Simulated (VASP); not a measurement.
# CoO (R-3m) in VASP: a series of runs

Runs on CoO. Level: PBE. Tasks: single point.

Everything below comes from runs of VASP 6.6.1. Logs are shortened: lines on timing, memory, paths and dates and some standing lists are left out, and cuts for length are marked.

**1. Starting point**

Symmetry: R-3m, No. 166, trigonal system. The conventional cell has a = 3.041 Å, b = 3.041 Å, c = 6.483 Å, α = 90.00°, β = 90.00°, γ = 120.00°. Co (site symmetry -3m) has 6 O at 2.06 Å as nearest neighbours. O (site symmetry -3m) has 6 Co at 2.06 Å as nearest neighbours.

Measurements of this composition are mostly on another form, of space group No. 225.

**2. Single point, PBE, collinear spin, typed start**

INCAR reads:

```
SYSTEM = CoO
PREC = Accurate
ENCUT = 520
EDIFF = 1E-6
ISMEAR = 0
SIGMA = 0.1
LREAL = .FALSE.
LASPH = .TRUE.
NELM = 150
ALGO = Fast
ISIF = 2
LWAVE = .FALSE.
LCHARG = .FALSE.
ISPIN = 2
MAGMOM = 2.7 0.34
LORBIT = 11
LMAXMIX = 4
GGA = PE
NBANDS = 18
```

KPOINTS reads:

```
Automatic mesh
0
G
  18 18 18
  0 0 0
```

POSCAR reads:

```
CoO
1.0
    1.5203168037      0.8777553159      2.1610581201
   -1.5203168037      0.8777553159      2.1610581201
    0.0000000000     -1.7555106318      2.1610581201
Co O
1 1
Direct
    0.0000000000      0.0000000000      0.0000000000
    0.5000000000      0.5000000000      0.5000000000
```

Potentials or basis: VASP PAW PBE potentials, release 64 (Co, O).

Command:

```bash
cat potpaw_PBE.64/Co/POTCAR potpaw_PBE.64/O/POTCAR > POTCAR
mpirun -np 1 vasp_std > vasp.out
```

OUTCAR:

```text
SYSTEM = CoO
   PREC = Accurate
   ENCUT = 520
   EDIFF = 1E-6
   ISMEAR = 0
   LREAL = .FALSE.
   LASPH = .TRUE.
   NELM = 150
   ISIF = 2
   ISPIN = 2
   LORBIT = 11
   GGA = PE

 ion  position               nearest neighbor table
   1  0.000  0.000  0.000-   2 2.06   2 2.06   2 2.06   2 2.06   2 2.06   2 2.06
   2  0.500  0.500  0.500-   1 2.06   1 2.06   1 2.06   1 2.06   1 2.06   1 2.06

  LATTYP: Found a trigonal (rhomboedric) cell.
 ALAT       =     2.7842395329
 COS(alpha) =     0.4036722828

  Lattice vectors:

 A1 = (   1.5203168037,   0.8777553159,   2.1610581201)
 A2 = (  -1.5203168037,   0.8777553159,   2.1610581201)
 A3 = (   0.0000000000,  -1.7555106318,   2.1610581201)

Analysis of symmetry for initial positions (statically):
=====================================================================
 Subroutine PRICEL returns:
 Original cell was already a primitive cell.

 Routine SETGRP: Setting up the symmetry group for a
 trigonal (rhombohedral) supercell.

 Subroutine GETGRP returns: Found 12 space group operations
 (whereof 12 operations were pure point group operations)
 out of a pool of 12 trial point group operations.

The static configuration has the point symmetry D_3d.

Analysis of symmetry for dynamics (positions and initial velocities):
=====================================================================
 Subroutine PRICEL returns:
 Original cell was already a primitive cell.

 Routine SETGRP: Setting up the symmetry group for a
 trigonal (rhombohedral) supercell.

 Subroutine GETGRP returns: Found 12 space group operations
 (whereof 12 operations were pure point group operations)
 out of a pool of 12 trial point group operations.

The dynamic configuration has the point symmetry D_3d.

Analysis of structural, dynamic, and magnetic symmetry:
=====================================================================
 Subroutine PRICEL returns:
 Original cell was already a primitive cell.

 Routine SETGRP: Setting up the symmetry group for a
 trigonal (rhombohedral) supercell.

 Subroutine GETGRP returns: Found 12 space group operations
 (whereof 12 operations were pure point group operations)
 out of a pool of 12 trial point group operations.

The overall configuration has the point symmetry D_3d.

 Subroutine INISYM returns: Found 12 space group operations
 (whereof 12 operations are pure point group operations),
 and found     1 'primitive' translations

----------------------------------------------------------------------------------------

                                     Primitive cell

  volume of cell :      17.3032

  direct lattice vectors                    reciprocal lattice vectors
     1.520316804  0.877755316  2.161058120     0.328878822  0.189878277  0.154245427
    -1.520316804  0.877755316  2.161058120    -0.328878822  0.189878277  0.154245427
     0.000000000 -1.755510632  2.161058120     0.000000000 -0.379756553  0.154245427

  length of vectors
     2.784239533  2.784239533  2.784239533     0.409886193  0.409886193  0.409886193

  position of ions in fractional coordinates (direct lattice)
     0.000000000  0.000000000  0.000000000
     0.500000000  0.500000000  0.500000000

  ion indices of the primitive-cell ions
   primitive index   ion index
                 1           1
                 2           2

----------------------------------------------------------------------------------------

 KPOINTS: Automatic mesh

Automatic generation of k-mesh.
 Grid dimensions read from file:
 generate k-points for:   18   18   18

 Generating k-lattice:

  Cartesian coordinates                     Fractional coordinates (reciprocal lattice)
     0.018271046  0.010548793  0.008569190     0.055555556  0.000000000  0.000000000
    -0.018271046  0.010548793  0.008569190     0.000000000  0.055555556  0.000000000
     0.000000000 -0.021097586  0.008569190     0.000000000  0.000000000  0.055555556

  Length of vectors
     0.022771455  0.022771455  0.022771455

  Shift w.r.t. Gamma in fractional coordinates (k-lattice)
     0.000000000  0.000000000  0.000000000

 Subroutine IBZKPT returns following result:
 ===========================================

 Found    580 irreducible k-points:

 Following reciprocal coordinates:
            Coordinates               Weight
  0.000000  0.000000  0.000000      1.000000
  0.055556  0.000000  0.000000      6.000000
  0.111111  0.000000  0.000000      6.000000
  0.166667  0.000000  0.000000      6.000000
  0.222222  0.000000 -0.000000      6.000000
  0.277778  0.000000  0.000000      6.000000
[... 16 lines left out ...]
 -0.277778  0.055556 -0.000000     12.000000
 -0.222222  0.055556 -0.000000     12.000000
 [... further k-points ...]
   k-points           NKPTS =    580   k-points in BZ     NKDIM =    580   number of bands    NBANDS=     18
   number of dos      NEDOS =    301   number of ions     NIONS =      2
   total plane-waves  NPLWV =  13824
   dimension x,y,z NGX =    24 NGY =   24 NGZ =   24
   dimension x,y,z NGXF=    48 NGYF=   48 NGZF=   48
   ions per type =               1   1
   NGX,Y,Z   is equivalent  to a cutoff of  14.33, 14.33, 14.33 a.u.
   NGXF,Y,Z  is equivalent  to a cutoff of  28.66, 28.66, 28.66 a.u.
 SYSTEM =  CoO
   PREC   = accura    normal or accurate (medium, high low for compatibility)
   ISTART =      0    job   : 0-new  1-cont  2-samecut
   ICHARG =      2    charge: 1-file 2-atom 10-const
   ISPIN  =      2    spin polarized calculation?
   LNONCOLLINEAR =      F non collinear calculations
   LSORBIT =      F    spin-orbit coupling
   LASPH  =      T    aspherical Exc in radial PAW
   ENCUT  =  520.0 eV  38.22 Ry    6.18 a.u.   5.18  5.18  5.18*2*pi/ulx,y,z
   NELM   =    150;   NELMIN=  2; NELMDL= -5     # of ELM steps
   EDIFF  = 0.1E-05   stopping-criterion for ELM
   LREAL  =      F    real-space projection
   EDIFFG = 0.1E-04   stopping-criterion for IOM
   NSW    =      0    number of steps for IOM
   IBRION =     -1    ionic relax: 0-MD 1-quasi-New 2-CG
   NFREE  =      0    steps in history (QN), initial steepest desc. (CG)
   ISIF   =      2    stress and relaxation
   ISYM   =      2    0-nonsym 1-usesym 2-fastsym
   POTIM  = 0.5000    time-step for ionic-motion
   TEBEG  =    0.0;   TEEND  =   0.0 temperature during run
   PSTRESS=    0.0 pullay stress
   NELECT =      15.0000    total number of electrons
   NUPDOWN=      -1.0000    fix difference up-down
   EMIN   =  10.00;   EMAX   =-10.00  energy-range for DOS
   EFERMI =   0.00;   METHOD = LEGACY
   ISMEAR =     0;   SIGMA  =   0.10  broadening in eV -4-tet -1-fermi 0-gaus
   EFERMI_NEDOS =   21; number of points for ismear=-14 and -15
   IALGO  =     68    algorithm
   IMIX   =      4    mixing-type and parameters
     AMIX     =   0.40;   BMIX     =  1.00
     AMIX_MAG =   1.60;   BMIX_MAG =  1.00
  volume/ion in A,a.u.               =       8.65        58.38
  Fermi-wavevector in a.u.,A,eV,Ry     =   1.560978  2.949821 33.152675  2.436653
  Thomas-Fermi vector in A             =   2.664111
   LORBIT       =     11    0 simple, 1 ext, 2 COOP (PROOUT), +10 PAW based schemes
   GGA     = PE    functional components
   LHFCALC =     F    Hartree Fock is set to
   AEXX    =    0.0000 exact exchange contribution
   IVDW    =     0    specifies the selected vdW correction
   LEPSILON=     F    determine dielectric tensor
   LRPA    =     F    only Hartree local field effects (RPA)
 spin polarized calculation
 RMM-DIIS sequential band-by-band and
 Gauss-broadening in eV      SIGMA  =   0.10
  energy-cutoff  :      520.00
  volume of cell :       17.30
 maximum number of plane-waves:       483
 NGX is ok and might be reduce to    24
   NGX = 11   NGY = 11   NGZ = 11

 number of electron      15.0000001 magnetization       2.4848188

 Free energy of the ion-electron system (eV)
  ---------------------------------------------------
  ext. energy  EPLUGINS =         0.00000000
  ---------------------------------------------------
  free energy    TOTEN  =       -12.98460015 eV

  energy without entropy =      -12.96974210  energy(sigma->0) =      -12.97717113

 E-fermi :   9.4570     XC(G=0): -13.0716

 val. band max:        9.4564106270   @ k =  -0.2222  -0.3333   0.1667
 cond. band min:       9.4585875377   @ k =  -0.4444   0.4444   0.4444
 fundamental gap:      0.0021769108
 Fermi energy:         9.4569754081

 spin component 1

 k-point     1 :       0.0000    0.0000    0.0000
  band No.  band energies     occupation
      1     -11.7247      1.00000
      2       5.6751      1.00000
      3       5.6751      1.00000
      4       6.0348      1.00000
      5       6.0348      1.00000
      6       6.4405      1.00000
[... 10 lines left out ...]
     17      35.9308      0.00000
     18      36.1996      0.00000

 k-point     2 :       0.0556    0.0000    0.0000
  band No.  band energies     occupation
      1     -11.6881      1.00000
      2       5.2747      1.00000
      3       5.2775      1.00000
      4       5.9088      1.00000
      5       6.2189      1.00000
      6       6.2473      1.00000
[... 10 lines left out ...]
     17      34.7913      0.00000
     18      36.7425      0.00000

 k-point     3 :       0.1111    0.0000    0.0000
  band No.  band energies     occupation
      1     -11.5811      1.00000
      2       4.5592      1.00000
      3       4.7447      1.00000
      4       5.3943      1.00000
      5       6.3187      1.00000
      6       6.4777      1.00000
[... 412 lines left out ...]
 k-point    23 :      -0.2778    0.0556   -0.0000
  band No.  band energies     occupation
      1     -10.8586      1.00000
      2       1.8252      1.00000
      3       3.3702      1.00000
      4       4.0069      1.00000
      5       6.7478      1.00000
      6       7.1712      1.00000
[... 10 lines left out ...]
     17      37.5170      0.00000
     18      39.1427      0.00000

 k-point    24 :      -0.2222    0.0556   -0.0000
  band No.  band energies     occupation
      1     -11.1030      1.00000
      2       2.5629      1.00000
      3       3.7340      1.00000
      4       4.3064      1.00000
      5       6.6354      1.00000
      6       6.9718      1.00000
[... 10 lines left out ...]
     17      37.8525      0.00000
     18      38.7592      0.00000

 [... further k-points ...]

 spin component 2

 k-point     1 :       0.0000    0.0000    0.0000
  band No.  band energies     occupation
      1     -11.3559      1.00000
      2       6.0612      1.00000
      3       6.0612      1.00000
      4       6.9381      1.00000
      5       7.7836      1.00000
      6       7.7836      1.00000
[... 10 lines left out ...]
     17      36.9044      0.00000
     18      36.9762      0.00000

 k-point     2 :       0.0556    0.0000    0.0000
  band No.  band energies     occupation
      1     -11.3188      1.00000
      2       5.7811      1.00000
      3       5.9339      1.00000
      4       6.7633      1.00000
      5       7.8400      1.00000
      6       7.9164      1.00000
[... 10 lines left out ...]
     17      35.6028      0.00000
     18      37.5275      0.00000

 k-point     3 :       0.1111    0.0000    0.0000
  band No.  band energies     occupation
      1     -11.2103      1.00000
      2       5.0959      1.00000
      3       5.6244      1.00000
      4       6.4248      1.00000
      5       7.9682      1.00000
      6       8.1435      1.00000
[... 412 lines left out ...]
 k-point    23 :      -0.2778    0.0556   -0.0000
  band No.  band energies     occupation
      1     -10.4759      1.00000
      2       2.3088      1.00000
      3       4.4277      1.00000
      4       5.1820      1.00000
      5       8.5551      1.00000
      6       8.8797      1.00000
[... 10 lines left out ...]
     17      37.9426      0.00000
     18      39.6499      0.00000

 k-point    24 :      -0.2222    0.0556   -0.0000
  band No.  band energies     occupation
      1     -10.7246      1.00000
      2       3.0811      1.00000
      3       4.7470      1.00000
      4       5.4582      1.00000
      5       8.4125      1.00000
      6       8.7418      1.00000
[... 10 lines left out ...]
     17      38.3409      0.00000
     18      39.2762      0.00000

 [... further k-points ...]

------------------------ aborting loop because EDIFF is reached ----------------------------------------

  FORCE on cell =-STRESS in cart. coord.  units (eV):
  Direction    XX          YY          ZZ          XY          YZ          ZX
  --------------------------------------------------------------------------------------
  -------------------------------------------------------------------------------------
  Total        1.7147441      1.7147441      1.7473662      0.0000000      0.0000000      0.0000000
  in kB      158.7759160    158.7759160    161.7965488      0.0000000      0.0000000      0.0000000
  external PRESSURE =     159.7827936 kB  Pullay stress =       0.0000000 kB

 VOLUME and BASIS-vectors are now :
 -----------------------------------------------------------------------------
  energy-cutoff  :      520.00
  volume of cell :       17.30
      direct lattice vectors                 reciprocal lattice vectors
     1.520316804  0.877755316  2.161058120     0.328878822  0.189878277  0.154245427
    -1.520316804  0.877755316  2.161058120    -0.328878822  0.189878277  0.154245427
     0.000000000 -1.755510632  2.161058120     0.000000000 -0.379756553  0.154245427

 POSITION                                       TOTAL-FORCE (eV/Angst)
 -----------------------------------------------------------------------------------
      0.00000      0.00000      0.00000         0.000000      0.000000     -0.000000
      0.00000      0.00000      3.24159        -0.000000     -0.000000      0.000000
 -----------------------------------------------------------------------------------
    total drift:                               -0.000000      0.000000     -0.000000

  FREE ENERGIE OF THE ION-ELECTRON SYSTEM (eV)
  ---------------------------------------------------
  free  energy   TOTEN  =       -12.9846001547 eV

  energy  without entropy=      -12.9697421033  energy(sigma->0) =      -12.97717113

 total charge

# of ion       s       p       d       tot
------------------------------------------
    1        0.327   0.429   7.252   8.008
    2        1.561   3.458   0.000   5.018
--------------------------------------------------
tot          1.888   3.887   7.252  13.026

 magnetization (x)

# of ion       s       p       d       tot
------------------------------------------
    1        0.020   0.019   2.198   2.237
    2        0.030   0.182   0.000   0.212
--------------------------------------------------
tot          0.050   0.201   2.198   2.448
```

Run time: 2.3 min. Hardware: 1 thread of Intel Xeon 6975P-C (Granite Rapids), shared host; peak memory 0.38 GiB.

What came out:

- Free energy: -12.9846 eV
- Pressure: 16.0 GPa
- Band gap on the k mesh: none (metal or under the smearing width)
- Net moment: 2.48 μB per cell
- Site moments: Co +2.24; O +0.21 μB
- Valence electrons inside the program's atomic spheres: Co 8.01; O 5.02

Caveat: so large a pressure means that the cell lies far from this level's equilibrium, or that cutoff or potentials fall short; a cell with one magnetic atom can't hold antiferromagnetic order, which such compounds often take; semilocal functionals often make such compounds metallic where correlation or magnetic order opens a gap, which also shifts bond lengths. With open d or f shells a metallic result of PBE can be an artefact of self-interaction; +U or a hybrid may open a gap.

**3. Single point, PBE, collinear spin, typed start**

This run uses another cell than the first one, of 9.51 Å³/atom, 1.099 times its volume.

INCAR reads:

```
PREC     = Accurate       # precision mode
ENCUT    = 520            # plane-wave cutoff, eV
EDIFF    = 1E-7           # SCF threshold, eV
ISMEAR   = 0              # smearing method
SIGMA    = 0.1            # smearing width, eV
LREAL    = F              # projectors in reciprocal space
LASPH    = T              # aspherical terms in the spheres
NELM     = 150            # most SCF steps
ALGO     = Normal         # electronic algorithm
ISIF     = 2              # what is computed and relaxed
LWAVE    = F              # write WAVECAR
LCHARG   = F              # write CHGCAR
ISPIN    = 2              # spin polarisation
MAGMOM   = 2.7 0.34       # initial moments
LORBIT   = 11             # projections on sites
LMAXMIX  = 4              # l up to which the mixer works
GGA      = PE             # functional
NBANDS   = 18             # bands
```

KPOINTS reads:

```
regular mesh
0
Gamma
  18 18 18
```

POSCAR reads:

```
CoO
1.0
    1.5453428135      0.8922040894      2.2984950552
   -1.5453428135      0.8922040894      2.2984950552
    0.0000000000     -1.7844081787      2.2984950552
Co O
1 1
Direct
    0.0000000000      0.0000000000      0.0000000000
    0.5000000000      0.5000000000      0.5000000000
```

Potentials or basis: VASP PAW PBE potentials, release 64 (Co, O).

Command:

```bash
cat potpaw_PBE.64/Co/POTCAR potpaw_PBE.64/O/POTCAR > POTCAR
mpirun -np 1 vasp_std > vasp.out
```

It took 4.7 min on 1 thread of Intel Xeon Platinum 8259CL at 2.50GHz (Skylake/Cascade Lake), shared host; peak memory 0.4 GiB.

It converged, with:

| Item | Value |
| --- | --- |
| Free energy | -13.0640 eV |
| Pressure | -0.6 GPa |
| Band gap on the k mesh | none (metal or under the smearing width) |
| Net moment | 2.85 μB per cell |
| Site moments | Co +2.51; O +0.28 μB |
| Valence electrons inside the program's atomic spheres | Co 7.82; O 4.98 |

Stress tensor (GPa, compression positive):
```
-0.72  0.00  0.00
 0.00 -0.72  0.00
 0.00  0.00 -0.47
```

Levels at points of the mesh, in eV from the Fermi level:
Spin up:
| k point | band 6 | band 7 | band 8 | band 9 | band 10 | band 11 | band 12 | band 13 |
| --- | --- | --- | --- | --- | --- | --- | --- | --- |
| (0.00, 0.00, 0.00) | -3.11 | -3.11 | -2.77 | -2.76 | 1.12 | 16.83 | 17.50 | 17.50 |
| (0.50, 0.00, 0.00) | -2.25 | -1.77 | 0.05 | 0.20 | 5.30 | 9.17 | 13.48 | 14.92 |
| (0.50, 0.50, 0.00) | -2.90 | -2.39 | -2.05 | -2.00 | 6.01 | 9.86 | 11.95 | 15.26 |
| (0.50, 0.50, 0.50) | -2.24 | -1.48 | 0.26 | 0.26 | 4.66 | 10.62 | 12.31 | 12.31 |
Spin down:
```tsv
k point	band 3	band 4	band 5	band 6	band 7	band 8	band 9	band 10
(0.00, 0.00, 0.00)	-2.77	-2.18	-1.27	-1.27	-0.95	0.07	0.07	1.68
(0.50, 0.00, 0.00)	-4.80	-4.22	-0.35	-0.29	0.35	2.57	2.76	5.57
(0.50, 0.50, 0.00)	-4.20	-3.47	-2.28	0.07	0.11	0.58	0.97	6.86
(0.50, 0.50, 0.50)	-5.08	-5.08	0.05	0.05	0.31	2.85	2.85	4.93
```

Caveat: a cell with one magnetic atom can't hold antiferromagnetic order, which such compounds often take; semilocal functionals often make such compounds metallic where correlation or magnetic order opens a gap, which also shifts bond lengths. With open d or f shells a metallic result of PBE can be an artefact of self-interaction; +U or a hybrid may open a gap.
